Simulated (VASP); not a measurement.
Input of a VASP 6.6.1 run:

Contents of INCAR:

```
SYSTEM = SnTe
  PREC = Accurate
  ENCUT = 520
  EDIFF = 1E-7
  ISMEAR = 0
  SIGMA = 0.02
  LREAL = .False.
  LASPH = .True.
  NELM = 100
  ALGO = Fast
  ISIF = 3
  LWAVE = .False.
  LCHARG = .False.
  GGA = PS
  IBRION = 2
  NSW = 80
  EDIFFG = -0.002
  KPAR = 4
```

Contents of KPOINTS:

```
Automatic mesh
0
Gamma
  8 8 8
  0 0 0
```

POSCAR

```
SnTe                                    
1.0
   -0.0000000000      3.1444180015      3.1444180015
    3.1444180015      0.0000000000      3.1444180015
    3.1444180015      3.1444180015      0.0000000000
  Sn              Te            
     1     1
Direct
     0.0000000000000000    0.0000000000000000    0.0000000000000000
     0.5000000000000000    0.5000000000000000    0.5000000000000000
```

Potentials or basis: VASP PAW PBE potentials, release 64 (Sn_d, Te).

The run is started by

```console
$ cat potpaw_PBE.64/Sn_d/POTCAR potpaw_PBE.64/Te/POTCAR > POTCAR
$ mpirun -np 4 vasp_std > vasp.out
```

Q: Predict the band gap on the k mesh.

A: 0.16 eV, direct.

Final structure:
```
Sn Te
1.0
     0.00000    3.14442    3.14442
     3.14442    0.00000    3.14442
     3.14442    3.14442    0.00000
Sn Te
1 1
Cartesian
  0.0000 0.0000 0.0000
  3.1444 3.1444 3.1444
```

Caveat: the relaxation stopped at its first step, so nothing moved; spin-orbit coupling is left out, which moves the levels of the heavy elements. A k mesh can miss the band edges.
